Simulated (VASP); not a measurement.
A run of VASP 6.6.1 is set up as follows.

Contents of INCAR:

```
  PREC = Accurate
  ENCUT = 600
  EDIFF = 1E-7
  ISMEAR = -1
  SIGMA = 0.05
  LREAL = F
  LASPH = T
  NELM = 60
  ALGO = Normal
  ISIF = 3
  LWAVE = F
  LCHARG = F
  GGA = PS
  IBRION = 2
  NSW = 40
  EDIFFG = -0.01
```

Contents of KPOINTS:

```
regular mesh
0
Gamma
  12 12 11
```

POSCAR

```
Si
1.0
    2.6205428149      0.0000000000      0.0000000000
   -1.3102714075      2.2694566494      0.0000000000
    0.0000000000      0.0000000000      2.4663543900
Si
1
Direct
    0.0000000000      0.0000000000      0.0000000000
```

Potentials or basis: VASP PAW PBE potentials, release 64 (Si).

Run with:

```sh
$ cat potpaw_PBE.64/Si/POTCAR > POTCAR
$ mpirun -np 1 vasp_std > vasp.out
```

Q: Predict the band gap on the k mesh.

A: None (metal or under the smearing width).

Q: Estimate the relaxed volume.

A: 14.73 Å³/atom.

Q: Estimate the relaxed cell.

A: a = 2.614 Å, b = 2.614 Å, c = 2.490 Å, α = 90.00°, β = 90.00°, γ = 120.00°.

Q: Predict the space group after relaxing (to 0.05 Å).

A: P6/mmm (No. 191).

Final structure:
```cif
data_structure
_symmetry_space_group_name_H-M 'P 1'
_symmetry_Int_Tables_number 1
_cell_length_a 2.6137
_cell_length_b 2.6137
_cell_length_c 2.4903
_cell_angle_alpha 90.000
_cell_angle_beta 90.000
_cell_angle_gamma 120.000
_cell_volume 14.73
loop_
_atom_site_label
_atom_site_type_symbol
_atom_site_fract_x
_atom_site_fract_y
_atom_site_fract_z
_atom_site_occupancy
Si1 Si 0.00000 0.00000 0.00000 1
```

Caveat: the PAW data sets were made with another functional, which shifts forces and pressure a little.
